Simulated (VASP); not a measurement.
# Mo (Im-3m) in VASP: notebook, part 2 of 2

VASP 6.6.1. Earlier steps stand in the parts before.

## (4) Relaxation of the atoms, PBE (a relaxed cell with its volume scaled by 1.04)

The input, INCAR:

```
PREC     = Accurate       # precision mode
ENCUT    = 300            # plane-wave cutoff, eV
EDIFF    = 1E-7           # SCF threshold, eV
ISMEAR   = 1              # smearing method
SIGMA    = 0.1            # smearing width, eV
LREAL    = F              # projectors in reciprocal space
LASPH    = T              # aspherical terms in the spheres
NELM     = 80             # most SCF steps
ALGO     = Normal         # electronic algorithm
ISIF     = 2              # what is computed and relaxed
LWAVE    = F              # write WAVECAR
LCHARG   = F              # write CHGCAR
GGA      = PE             # functional
IBRION   = 2              # ionic algorithm
NSW      = 40             # ionic steps
EDIFFG   = -0.01          # ionic threshold
```

The input, KPOINTS:

```
Automatic mesh
0
Gamma
  8 8 8
```

The input, POSCAR:

```
Mo                                      
1.0
   -1.5956104577      1.5956104577      1.5956104577
    1.5956104577     -1.5956104577      1.5956104577
    1.5956104577      1.5956104577     -1.5956104577
  Mo            
     1
Direct
     0.0000000000000000    0.0000000000000000    0.0000000000000000
```

Potentials or basis: VASP PAW PBE potentials, release 64 (Mo).

The run is started by

```console
$ cat potpaw_PBE.64/Mo/POTCAR > POTCAR
$ mpirun -np 1 vasp_std > vasp.out
```

OUTCAR:

```text
PREC = Accurate
   ENCUT = 300
   EDIFF = 1E-7
   ISMEAR = 1
   LREAL = F
   LASPH = T
   NELM = 80
   ISIF = 2
   GGA = PE
   IBRION = 2
   NSW = 40
   EDIFFG = -0.01

 ion  position               nearest neighbor table
   1  0.000  0.000  0.000-

  LATTYP: Found a body centered cubic cell.
 ALAT       =     3.1912209154

  Lattice vectors:

 A1 = (  -1.5956104577,   1.5956104577,   1.5956104577)
 A2 = (   1.5956104577,  -1.5956104577,   1.5956104577)
 A3 = (   1.5956104577,   1.5956104577,  -1.5956104577)

Analysis of symmetry for initial positions (statically):
=====================================================================
 Subroutine PRICEL returns:
 Original cell was already a primitive cell.

 Routine SETGRP: Setting up the symmetry group for a
 body centered cubic supercell.

 Subroutine GETGRP returns: Found 48 space group operations
 (whereof 48 operations were pure point group operations)
 out of a pool of 48 trial point group operations.

The static configuration has the point symmetry O_h .

Analysis of symmetry for dynamics (positions and initial velocities):
=====================================================================
 Subroutine PRICEL returns:
 Original cell was already a primitive cell.

 Routine SETGRP: Setting up the symmetry group for a
 body centered cubic supercell.

 Subroutine GETGRP returns: Found 48 space group operations
 (whereof 48 operations were pure point group operations)
 out of a pool of 48 trial point group operations.

The dynamic configuration has the point symmetry O_h .

 Subroutine INISYM returns: Found 48 space group operations
 (whereof 48 operations are pure point group operations),
 and found     1 'primitive' translations

----------------------------------------------------------------------------------------

                                     Primitive cell

  volume of cell :      16.2495

  direct lattice vectors                    reciprocal lattice vectors
    -1.595610458  1.595610458  1.595610458     0.000000000  0.313359691  0.313359691
     1.595610458 -1.595610458  1.595610458     0.313359691  0.000000000  0.313359691
     1.595610458  1.595610458 -1.595610458     0.313359691  0.313359691  0.000000000

  length of vectors
     2.763678382  2.763678382  2.763678382     0.443157525  0.443157525  0.443157525

  position of ions in fractional coordinates (direct lattice)
     0.000000000  0.000000000  0.000000000

  ion indices of the primitive-cell ions
   primitive index   ion index
                 1           1

----------------------------------------------------------------------------------------

 KPOINTS: Automatic mesh

Automatic generation of k-mesh.
 Grid dimensions read from file:
 generate k-points for:    8    8    8

 Generating k-lattice:

  Cartesian coordinates                     Fractional coordinates (reciprocal lattice)
     0.000000000  0.039169961  0.039169961     0.125000000  0.000000000  0.000000000
     0.039169961  0.000000000  0.039169961     0.000000000  0.125000000  0.000000000
     0.039169961  0.039169961  0.000000000     0.000000000  0.000000000  0.125000000

  Length of vectors
     0.055394691  0.055394691  0.055394691

  Shift w.r.t. Gamma in fractional coordinates (k-lattice)
     0.000000000  0.000000000  0.000000000

 Subroutine IBZKPT returns following result:
 ===========================================

 Found     29 irreducible k-points:

 Following reciprocal coordinates:
            Coordinates               Weight
  0.000000  0.000000  0.000000      1.000000
  0.125000  0.000000  0.000000     12.000000
  0.250000  0.000000  0.000000     12.000000
  0.375000  0.000000  0.000000     12.000000
  0.500000  0.000000  0.000000      6.000000
  0.125000  0.125000  0.000000     24.000000
[... 16 lines left out ...]
 -0.250000  0.250000  0.250000      6.000000
 -0.375000  0.375000  0.250000     24.000000
 [... further k-points ...]
   k-points           NKPTS =     29   k-points in BZ     NKDIM =     29   number of bands    NBANDS=      7
   number of dos      NEDOS =    301   number of ions     NIONS =      1
   total plane-waves  NPLWV =   4096
   dimension x,y,z NGX =    16 NGY =   16 NGZ =   16
   dimension x,y,z NGXF=    32 NGYF=   32 NGZF=   32
   ions per type =               1
   NGX,Y,Z   is equivalent  to a cutoff of   9.62,  9.62,  9.62 a.u.
   NGXF,Y,Z  is equivalent  to a cutoff of  19.25, 19.25, 19.25 a.u.
 SYSTEM =  unknown system
   PREC   = accura    normal or accurate (medium, high low for compatibility)
   ISTART =      0    job   : 0-new  1-cont  2-samecut
   ICHARG =      2    charge: 1-file 2-atom 10-const
   ISPIN  =      1    spin polarized calculation?
   LNONCOLLINEAR =      F non collinear calculations
   LSORBIT =      F    spin-orbit coupling
   LASPH  =      T    aspherical Exc in radial PAW
   ENCUT  =  300.0 eV  22.05 Ry    4.70 a.u.   3.90  3.90  3.90*2*pi/ulx,y,z
   NELM   =     80;   NELMIN=  2; NELMDL= -5     # of ELM steps
   EDIFF  = 0.1E-06   stopping-criterion for ELM
   LREAL  =      F    real-space projection
   EDIFFG = -.1E-01   stopping-criterion for IOM
   NSW    =     40    number of steps for IOM
   IBRION =      2    ionic relax: 0-MD 1-quasi-New 2-CG
   NFREE  =      1    steps in history (QN), initial steepest desc. (CG)
   ISIF   =      2    stress and relaxation
   ISYM   =      2    0-nonsym 1-usesym 2-fastsym
   POTIM  = 0.5000    time-step for ionic-motion
   TEBEG  =    0.0;   TEEND  =   0.0 temperature during run
   PSTRESS=    0.0 pullay stress
   NELECT =       6.0000    total number of electrons
   NUPDOWN=      -1.0000    fix difference up-down
   EMIN   =  10.00;   EMAX   =-10.00  energy-range for DOS
   EFERMI =   0.00;   METHOD = LEGACY
   ISMEAR =     1;   SIGMA  =   0.10  broadening in eV -4-tet -1-fermi 0-gaus
   EFERMI_NEDOS =   21; number of points for ismear=-14 and -15
   IALGO  =     38    algorithm
   IMIX   =      4    mixing-type and parameters
     AMIX     =   0.40;   BMIX     =  1.00
     AMIX_MAG =   1.60;   BMIX_MAG =  1.00
  volume/ion in A,a.u.               =      16.25       109.66
  Fermi-wavevector in a.u.,A,eV,Ry     =   1.174478  2.219442 18.767871  1.379400
  Thomas-Fermi vector in A             =   2.310875
   LORBIT       =      0    0 simple, 1 ext, 2 COOP (PROOUT), +10 PAW based schemes
   GGA     = PE    functional components
   LHFCALC =     F    Hartree Fock is set to
   AEXX    =    0.0000 exact exchange contribution
   IVDW    =     0    specifies the selected vdW correction
   LEPSILON=     F    determine dielectric tensor
   LRPA    =     F    only Hartree local field effects (RPA)
 conjugate gradient relaxation of ions
 non-spin polarized calculation
 Methfessel and Paxton  Order N= 1 SIGMA  =   0.10
  energy-cutoff  :      300.00
  volume of cell :       16.25
 maximum number of plane-waves:       202
   NGX =  7   NGY =  7   NGZ =  7

 number of electron       6.0000002 magnetization

 Free energy of the ion-electron system (eV)
  ---------------------------------------------------
  ext. energy  EPLUGINS =         0.00000000
  ---------------------------------------------------
  free energy    TOTEN  =       -10.90626197 eV

  energy without entropy =      -10.90567513  energy(sigma->0) =      -10.90606635

 E-fermi :   6.2909     XC(G=0): -12.8836

 val. band max:        6.1204639021   @ k =   0.3750   0.1250   0.0000
 cond. band min:       6.3005640632   @ k =  -0.2500   0.2500   0.1250
 fundamental gap:      0.1801001611
 Fermi energy:         6.2909193496

 k-point     1 :       0.0000    0.0000    0.0000
  band No.  band energies     occupation
      1      -0.6502      2.00000
      2       5.0856      2.00000
      3       5.0856      2.00000
      4       5.0856      2.00000
      5       7.9466     -0.00000
      6       7.9466     -0.00000
      7      22.6922      0.00000
[... 221 lines left out ...]
 k-point    24 :      -0.3750    0.3750    0.2500
  band No.  band energies     occupation
      1       2.6709      2.00000
      2       3.1889      2.00000
      3       5.8183      2.00000
      4       6.6194     -0.00003
      5       9.1199      0.00000
      6      11.1751      0.00000
      7      19.9274      0.00000

 [... further k-points ...]

------------------------ aborting loop because EDIFF is reached ----------------------------------------

  FORCE on cell =-STRESS in cart. coord.  units (eV):
  Direction    XX          YY          ZZ          XY          YZ          ZX
  --------------------------------------------------------------------------------------
  -------------------------------------------------------------------------------------
  Total       -0.9890212     -0.9890212     -0.9890212     -0.0000000      0.0000000     -0.0000000
  in kB      -97.5159347    -97.5159347    -97.5159347     -0.0000000      0.0000000     -0.0000000
  external PRESSURE =     -97.5159347 kB  Pullay stress =       0.0000000 kB

 VOLUME and BASIS-vectors are now :
 -----------------------------------------------------------------------------
  energy-cutoff  :      300.00
  volume of cell :       16.25
      direct lattice vectors                 reciprocal lattice vectors
    -1.595610458  1.595610458  1.595610458     0.000000000  0.313359691  0.313359691
     1.595610458 -1.595610458  1.595610458     0.313359691  0.000000000  0.313359691
     1.595610458  1.595610458 -1.595610458     0.313359691  0.313359691  0.000000000

 POSITION                                       TOTAL-FORCE (eV/Angst)
 -----------------------------------------------------------------------------------
      0.00000      0.00000      0.00000        -0.000000     -0.000000     -0.000000
 -----------------------------------------------------------------------------------
    total drift:                                0.000000      0.000000     -0.000000

  FREE ENERGIE OF THE ION-ELECTRON SYSTEM (eV)
  ---------------------------------------------------
  free  energy   TOTEN  =       -10.9062619658 eV

  energy  without entropy=      -10.9056751258  energy(sigma->0) =      -10.90606635

 reached required accuracy - stopping structural energy minimisation
```

Run time: 3.7 s. Hardware: 1 thread of Intel Xeon Platinum 8488C (Sapphire Rapids), shared host; peak memory 0.11 GiB.

What came out:

| Item | Value |
| --- | --- |
| Free energy | -10.9063 eV |
| Pressure after relaxing | -9.8 GPa |
| Band gap on the k mesh | none (metal or under the smearing width) |

Final structure:
```xyz
1
Lattice="-1.5956 1.5956 1.5956 1.5956 -1.5956 1.5956 1.5956 1.5956 -1.5956" Properties=species:S:1:pos:R:3 pbc="T T T"
Mo    0.0000    0.0000    0.0000
```

Caveat: the relaxation stopped at its first step, so nothing moved.

## (5) Relaxation of the atoms, PBE (a relaxed cell with its volume scaled by 1.06)

INCAR is that of step 4.

KPOINTS is that of step 4.

The input, POSCAR:

```
Mo                                      
1.0
   -1.6057738557      1.6057738557      1.6057738557
    1.6057738557     -1.6057738557      1.6057738557
    1.6057738557      1.6057738557     -1.6057738557
  Mo            
     1
Direct
     0.0000000000000000    0.0000000000000000    0.0000000000000000
```

Potentials or basis: VASP PAW PBE potentials, release 64 (Mo).

The run is started by

```console
$ cat potpaw_PBE.64/Mo/POTCAR > POTCAR
$ mpirun -np 1 vasp_std > vasp.out
```

OUTCAR:

```text
PREC = Accurate
   ENCUT = 300
   EDIFF = 1E-7
   ISMEAR = 1
   LREAL = F
   LASPH = T
   NELM = 80
   ISIF = 2
   GGA = PE
   IBRION = 2
   NSW = 40
   EDIFFG = -0.01

 ion  position               nearest neighbor table
   1  0.000  0.000  0.000-

  LATTYP: Found a body centered cubic cell.
 ALAT       =     3.2115477114

  Lattice vectors:

 A1 = (  -1.6057738557,   1.6057738557,   1.6057738557)
 A2 = (   1.6057738557,  -1.6057738557,   1.6057738557)
 A3 = (   1.6057738557,   1.6057738557,  -1.6057738557)

Analysis of symmetry for initial positions (statically):
=====================================================================
 Subroutine PRICEL returns:
 Original cell was already a primitive cell.

 Routine SETGRP: Setting up the symmetry group for a
 body centered cubic supercell.

 Subroutine GETGRP returns: Found 48 space group operations
 (whereof 48 operations were pure point group operations)
 out of a pool of 48 trial point group operations.

The static configuration has the point symmetry O_h .
[... 160 lines left out ...]

 E-fermi :   6.0908     XC(G=0): -12.7835

 val. band max:        5.9085821264   @ k =   0.3750   0.1250   0.0000
 cond. band min:       6.1088552261   @ k =  -0.2500   0.2500   0.1250
 fundamental gap:      0.2002730997
 Fermi energy:         6.0907526405

 k-point     1 :       0.0000    0.0000    0.0000
  band No.  band energies     occupation
      1      -0.7743      2.00000
      2       4.9184      2.00000
      3       4.9184      2.00000
      4       4.9184      2.00000
      5       7.7098     -0.00000
      6       7.7098     -0.00000
      7      22.4216      0.00000
[... 221 lines left out ...]
 k-point    24 :      -0.3750    0.3750    0.2500
  band No.  band energies     occupation
      1       2.5621      2.00000
      2       3.0677      2.00000
      3       5.6329      2.00000
      4       6.4130     -0.00005
      5       8.8434      0.00000
      6      10.8456      0.00000
      7      19.4726      0.00000

 [... further k-points ...]

------------------------ aborting loop because EDIFF is reached ----------------------------------------

  FORCE on cell =-STRESS in cart. coord.  units (eV):
  Direction    XX          YY          ZZ          XY          YZ          ZX
  --------------------------------------------------------------------------------------
  -------------------------------------------------------------------------------------
  Total       -1.4291744     -1.4291744     -1.4291744     -0.0000000      0.0000000      0.0000000
  in kB     -138.2555855   -138.2555855   -138.2555855     -0.0000000      0.0000000      0.0000000
  external PRESSURE =    -138.2555855 kB  Pullay stress =       0.0000000 kB

 VOLUME and BASIS-vectors are now :
 -----------------------------------------------------------------------------
  energy-cutoff  :      300.00
  volume of cell :       16.56
      direct lattice vectors                 reciprocal lattice vectors
    -1.605773856  1.605773856  1.605773856     0.000000000  0.311376349  0.311376349
     1.605773856 -1.605773856  1.605773856     0.311376349  0.000000000  0.311376349
     1.605773856  1.605773856 -1.605773856     0.311376349  0.311376349  0.000000000

 POSITION                                       TOTAL-FORCE (eV/Angst)
 -----------------------------------------------------------------------------------
      0.00000      0.00000      0.00000         0.000000      0.000000     -0.000000
 -----------------------------------------------------------------------------------
    total drift:                                0.000000      0.000000     -0.000000

  FREE ENERGIE OF THE ION-ELECTRON SYSTEM (eV)
  ---------------------------------------------------
  free  energy   TOTEN  =       -10.8846694633 eV

  energy  without entropy=      -10.8837115518  energy(sigma->0) =      -10.88435016

 reached required accuracy - stopping structural energy minimisation
```

CONTCAR:

```text
Mo
   1.00000000000000
    -1.6057738557000001    1.6057738557000001    1.6057738557000001
     1.6057738557000001   -1.6057738557000001    1.6057738557000001
     1.6057738557000001    1.6057738557000001   -1.6057738557000001
  Mo
     1
Direct
     0.0000000000000000    0.0000000000000000    0.0000000000000000

  0.00000000E+00  0.00000000E+00  0.00000000E+00
```

Wall time 3.8 s (1 thread of Intel Xeon Platinum 8488C (Sapphire Rapids), shared host); peak memory 0.11 GiB.

Results:

```
Free energy             : -10.8847 eV
Pressure after relaxing : -13.8 GPa
Band gap on the k mesh  : none (metal or under the smearing width)
```

Final structure:
```
Mo
1.0
    -1.60577    1.60577    1.60577
     1.60577   -1.60577    1.60577
     1.60577    1.60577   -1.60577
Mo
1
Direct
  0.00000 0.00000 0.00000
```

Caveat: the relaxation stopped at its first step, so nothing moved.

## (6) Summary

```csv
cell,gap on the mesh (eV),pressure (GPa)
atoms relaxed,none,0.0
atoms relaxed from: a relaxed cell with its volume scaled by 1.02,none,-5.2
atoms relaxed from: a relaxed cell with its volume scaled by 1.04,none,-9.8
atoms relaxed from: a relaxed cell with its volume scaled by 1.06,none,-13.8
```

Alike in all rows: task relaxation of the atoms; level PBE; potentials or basis VASP PAW PBE potentials, release 64 (Mo); no spin polarisation; k mesh 8 × 8 × 8; cutoff (eV) 300; smearing methfessel-paxton 0.1 eV.

Caveats: the relaxation stopped at its first step, so nothing moved.

Total energies depend on the potentials used, so only differences within one code and one set of settings carry meaning.
